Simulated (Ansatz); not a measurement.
## From the elastic tensor of KBr at -1.4 GPa (stress–strain coefficients) to moduli and sound speeds

Method: DFT LDA, scalar-relativistic, plane waves, PAW (Ansatz 0.2.0). Settings: 420 eV plane-wave cutoff, Γ-centred 6×6×6 mesh, fixed occupations. No spin polarisation.

The structure is cubic, space group Pm-3m (No. 221). Conventional cell: a = 3.917 Å, b = 3.917 Å, c = 3.917 Å, α = 90.00°, β = 90.00°, γ = 90.00°. Around K (site symmetry m-3m) lie 8 Br at 3.39 Å. Br (site symmetry m-3m) has 8 K at 3.39 Å as nearest neighbours.

The cell is the ideal cubic caesium chloride prototype; this isn't the usual structure of the compound.

Relaxed-ion constants (GPa, on the Cartesian axes of the calculation):
```
43.2  3.8  3.8  0.0  0.0  0.0
 3.8 43.2  3.8  0.0  0.0  0.0
 3.8  3.8 43.2  0.0  0.0  0.0
 0.0  0.0  0.0  4.9  0.0  0.0
 0.0  0.0  0.0  0.0  4.9  0.0
 0.0  0.0  0.0  0.0  0.0  4.9
```

Density 3.288 g/cm³; 2 atoms in 60.11 Å³.

The values that follow are for a polycrystal of randomly turned grains, by Hill's mean where one number stands. In a crystal this anisotropic the Voigt and Reuss bounds lie far apart, so Hill's mean and the sound speeds and Debye temperature from it are rough.

With S = C⁻¹: B_V = (C11+C22+C33+2(C12+C13+C23))/9, G_V = (C11+C22+C33−C12−C13−C23+3(C44+C55+C66))/15, 1/B_R = S11+S22+S33+2(S12+S13+S23), 15/G_R = 4(S11+S22+S33−S12−S13−S23)+3(S44+S55+S66); Hill is their mean. Then v_l = √((B+4G/3)/ρ), v_t = √(G/ρ), v_m = [(2/v_t³+1/v_l³)/3]^(−1/3) and Θ = (ħ/k_B)·v_m·(6π²n/V)^(1/3) for n atoms in the volume V; E = 9BG/(3B+G), ν = (3B−2G)/(2(3B+G)) and A^U = 5G_V/G_R + B_V/B_R − 6.

- Bulk modulus, Voigt / Reuss / Hill: 16.9 / 16.9 / 16.9 GPa
- Shear modulus, Voigt / Reuss / Hill: 10.8 / 7.0 / 8.9 GPa
- Young's modulus: 23 GPa
- Poisson ratio: 0.275
- Pugh ratio B/G: 1.89
- Universal anisotropy index: 2.71
- Longitudinal and transverse sound speeds: 2961 and 1649 m/s
- Debye temperature from the mean sound speed: 176 K

Cost: 1 run of about 0.28 core-minutes, on Intel Xeon Processor @ 2.50GHz (Skylake/Cascade Lake) (shared hosts).